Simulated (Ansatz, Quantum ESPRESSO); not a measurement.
Moving the pressure in MgB2

The cell as given:

It takes space group P6/mmm (No. 191, hexagonal). Conventional cell: a = 3.085 Å, b = 3.085 Å, c = 3.523 Å, α = 90.00°, β = 90.00°, γ = 120.00°. Mg (site symmetry 6/mmm) has 12 B at 2.51 Å as nearest neighbours. Around B (site symmetry -6m2) lie 3 B at 1.78 Å.

Kept alike: task relaxation of cell and atoms; functional PBEsol; k mesh 10 × 10 × 8; occupations fermi-dirac, width 0.05 eV; no spin polarisation. Program: Quantum ESPRESSO, GBRV 1.5 PBEsol, cutoff 707 eV. The mesh is that of the run's cell of 3 atoms. No spin-orbit coupling.

| run | volume (Å³/atom) | first edge of the run's cell (Å) | third edge of the run's cell (Å) |
| --- | --- | --- | --- |
| A | 9.345 | 3.059 | 3.459 |
| B | 8.909 | 3.022 | 3.379 |
| C | 9.470 | 3.069 | 3.482 |
| D | 9.170 | 3.044 | 3.427 |
| E | 8.471 | 2.982 | 3.299 |

The relaxations keep at least the cell's symmetry (P6/mmm). For a metal such a mesh leaves the last digits unconverged. Runs of this series that gave no sound value for these columns are left out. The runs follow the start's structure, whether or not it is the stable one at these pressures. P is the pressure aimed at, which the runs meet within some hundredths to tenths of a GPa.

**Question.** The runs differ in the pressure alone: 0; 2; 5; 10; 20 GPa. Which run is which?

**Answer.** Run A is 2 GPa; run B is 10 GPa; run C is 0 GPa; run D is 5 GPa; run E is 20 GPa. The volume falls from 9.470 to 8.471 Å³/atom between 0 and 20 GPa. The volume falls ever more slowly, since the solid stiffens under load. At the pressures aimed at, which the runs meet within some tenths of a GPa, the step from 0 to 5 GPa gives a mean bulk modulus near 155 GPa, the last step 198 GPa. A twin series (Ansatz, all-electron LAPW, scalar-relativistic) moves it by -0.9970 between 0 and 20, against -0.9990 Å³/atom here. The first edge of the run's cell falls from 3.069 to 2.982 Å between 0 and 20 GPa. A twin series (Ansatz, all-electron LAPW, scalar-relativistic) moves it by -0.0864 between 0 and 20, against -0.0871 Å here. The third edge of the run's cell falls from 3.482 to 3.299 Å between 0 and 20 GPa. A twin series (Ansatz, all-electron LAPW, scalar-relativistic) moves it by -0.1835 between 0 and 20, against -0.1829 Å here.
